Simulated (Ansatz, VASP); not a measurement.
KBr: VASP beside Ansatz

INCAR

```
ALGO = Normal ; EDIFF = 1E-8
ENCUT = 520 ; ISIF = 2
ISMEAR = -1 ; LASPH = True
LCHARG = False ; LEFG = True
LREAL = False ; LWAVE = False
NBANDS = 15 ; NELM = 100
PREC = Accurate ; SIGMA = 0.01
```

KPOINTS

```
k-points
0
Gamma
  6 6 6
```

Contents of POSCAR:

```
KBr
1.0
    4.1228034278      0.0000000000      0.0000000000
    0.0000000000      4.1228034278      0.0000000000
    0.0000000000      0.0000000000      4.1228034278
K Br
1 1
Direct
    0.0000000000      0.0000000000      0.0000000000
    0.5000000000      0.5000000000      0.5000000000
```

Input for Ansatz:

```yaml
crystal:
  lattice:
    - [4.1228034278, 0.0, 0.0]
    - [0.0, 4.1228034278, 0.0]
    - [0.0, 0.0, 4.1228034278]
  atoms:
    - { symbol: K, position: [0.0, 0.0, 0.0] }
    - { symbol: Br, position: [0.5, 0.5, 0.5] }
kpoints:
  mp_grid: { grid: [6, 6, 6] }
scf:
  occupations: { method: fermi_dirac, width: 0.01 }
hamiltonian:
  xc: lda
  pseudopotentials: { kind: all_electron, datasets: crystal }
output:
  forces: true
  stress: true
  eigenvalues: true
  efg: { contact_densities: true }
```

Change from the starting cell: volume scaled by 1.06, crystal datasets.

Alike in both runs: task electric field gradients; functional LDA; k mesh 6 × 6 × 6; occupations fermi-dirac, width 0.01 eV; no spin polarisation.

|  | VASP | Ansatz |
| --- | --- | --- |
| version | VASP 6.6.1 | Ansatz 0.2.0 |
| potentials or method | VASP PAW LDA potentials, release 64 (K_sv, Br) | all-electron PAW with datasets made for the crystal, scalar-relativistic |
| plane-wave cutoff (eV) | 520 | see its input |

VASP gave:

| Quantity | Value |
| --- | --- |
| gap on the k mesh at the Fermi level (eV) | 3.32 |
| pressure (GPa) | -3.1 |
| Vzz of the field gradient on the site that differs most (V/Å²) | 0.0 |

Task: What did Ansatz give for the same quantities?

Result: gap on the k mesh at the Fermi level (eV): 3.31; pressure (GPa): -3.1; Vzz of the field gradient on the site that differs most (V/Å²): 0.0.

Ansatz ran all-electron here, so the differences hold the error of VASP's frozen core and of both bases.

A k mesh can miss the band edges.
